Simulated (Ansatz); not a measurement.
# One input, then a changed one: AlRu (begun as NiAs type, now distorted NiAs)

First run: DFT, PBE, norm-conserving pseudopotentials, Ansatz's default files, scalar-relativistic (Ansatz 0.2.0).

Command: `ansatz run input.yaml --threads 1 --pin off --max-ram 3072MiB --backend cpu --events-out ev --progress --plain --runs-dir out` It took 15 s on 1 thread of Intel(R) Xeon(R) Platinum 8375C CPU @ 2.90GHz (Ice Lake), with other jobs on the host, peak memory 0.51 GiB.

```yaml
crystal:
  lattice:
    - [2.8938585491, 0.0, 0.0]
    - [-1.4469292746, 2.5061550185, 0.0]
    - [0.0, 0.0, 7.7926534022]
  atoms:
    - { symbol: Ru, position: [0.0, 0.0, 0.0] }
    - { symbol: Ru, position: [0.0, 0.0, 0.5] }
    - { symbol: Al, position: [0.3333333333, 0.6666666667, 0.25] }
    - { symbol: Al, position: [0.6666666667, 0.3333333333, 0.75] }
kpoints:
  mp_grid: { grid: [11, 11, 6] }
scf:
  occupations: { method: fermi_dirac, width: 0.08 }
hamiltonian:
  xc: pbe
  pseudopotentials: { kind: nc }
output:
  forces: true
  stress: true
  eigenvalues: true
```

The cell comes from a relaxation on PAW files under the same functional, begun from a prototype that needn't be the stable phase.

This run: the series' base cell.

It converges in 8 SCF iterations at a pressure of -0.03 GPa, cutoff 1143 eV.

The input is then changed:

```diff
   occupations: { method: fermi_dirac, width: 0.08 }
+  initial_density: { chi_scale: 0.3 }
+  lower_state_search: light
 hamiltonian:
   xc: pbe
-  pseudopotentials: { kind: nc }
+  pseudopotentials: { kind: paw, source: jth }
 output:
```

Q: Predict the outcome of the changed run.

A: It converges in 8 SCF iterations at a pressure of 0.14 GPa, cutoff 1800 eV. More than one line changes, and not each need have an effect. Results part of its log:
```
Warning: <dir> the checks of this Ru dataset prove no rule for summing its radial tables, as where they were carried onto another mesh than they were made on, and Gregory's rule is taken, under which a leading mesh point left out moves its sums only by what lay on the interval it spanned. That does not make them correct, and they differ from Quantum ESPRESSO's on this file; a re-export a fraction 
Warning: <dir> the checks of this Al dataset prove no rule for summing its radial tables, as where they were carried onto another mesh than they were made on, and Gregory's rule is taken, under which a leading mesh point left out moves its sums only by what lay on the interval it spanned. That does not make them correct, and they differ from Quantum ESPRESSO's on this file; a re-export a fraction 
SCF 1 converged in 8 iterations: F = -12823.061997 eV  dr2 = 1.70e-8
  greatest PAW one-centre occupation: 0.997 electrons in one spin orbital (limit 2), on the Ru atom at site 1 (counted from 0), in its partial waves of l = 0
SCF converged after 8 iterations
Free energy (F): -12823.061997 eV
Harris-Foulkes:  -12823.061997 eV  (|F-HF|=1.08e-8)
Internal energy: -12823.017548 eV  (E = F + TS)
E sigma→0 (E₀):  -12823.039773 eV
Entropy (-TS):   -0.044449 eV (-11.112 meV/atom)
Fermi energy:    15.494295 eV
--- Per-component energies (eV) ---
  E_band       = -270.521174
  E_kinetic    = 682.615185
  E_local      = -3653.097555  (includes V_loc(G=0)·N_el)
  E_nonlocal   = 856.835376
  E_hartree    = 1347.251411
  E_xc         = -272.529162
[... lines left out ...]
  E_closure    = 0.000000  (closes the sum)
  Σ components = -12823.061997   (vs F -12823.061997, Δ=0.00e0)
--- Forces (eV/Å), atoms counted from 1 ---
  atom   1  Ru    -0.00000000     0.00000000     0.00000000
  atom   2  Ru    -0.00000000     0.00000000     0.00000000
  atom   3  Al    -0.00000000     0.00000000     0.00000000
  atom   4  Al     0.00000000    -0.00000000    -0.00000000
  max |Σ_I F_I| component: 9.25e-18 eV/Å
--- Stress (GPa, compression-positive) ---
        0.100515       0.000000       0.000000
        0.000000       0.100515      -0.000000
        0.000000      -0.000000       0.207999
  P = ⅓ Tr σ = 0.1363 GPa (1.363 kbar)
--- Band table (eV; the first three rows and the last of 64) ---
  k-point 0: bands = ["-56.6334", "-56.6330", "-26.5575", "-26.5428", "-26.5203", "-26.5203", "-26.5198", "-26.5198", "5.7763", "7.8175", "9.4337", "11.4565", "13.6878", "13.8103", "13.8103", "13.8529", "13.8529", "15.2285", "15.2285", "15.5241", "15.5241", "15.6350", "22.1077"]
  k-point 1: bands = ["-56.6334", "-56.6330", "-26.5565", "-26.5438", "-26.5202", "-26.5202", "-26.5199", "-26.5199", "5.8577", "7.5200", "9.7626", "11.4074", "13.7450", "13.8131", "13.8131", "13.8500", "13.8500", "15.2472", "15.2472", "15.4032", "15.5031", "15.5031", "22.4089"]
  k-point 2: bands = ["-56.6333", "-56.6331", "-26.5538", "-26.5465", "-26.5201", "-26.5201", "-26.5199", "-26.5199", "6.0978", "6.9834", "10.3639", "11.2373", "13.8208", "13.8208", "13.8421", "13.8421", "13.9411", "14.8706", "15.2991", "15.2991", "15.4467", "15.4467", "23.1417"]
  k-point 63: bands = ["-56.5820", "-56.5820", "-26.8270", "-26.8270", "-26.7521", "-26.7521", "-26.4841", "-26.4841", "11.2149", "11.2149", "11.7508", "11.7508", "12.6174", "12.6174", "12.7505", "12.7505", "13.4603", "13.4603", "17.6083", "17.6083", "17.8035", "17.8035", "19.0637"]
```
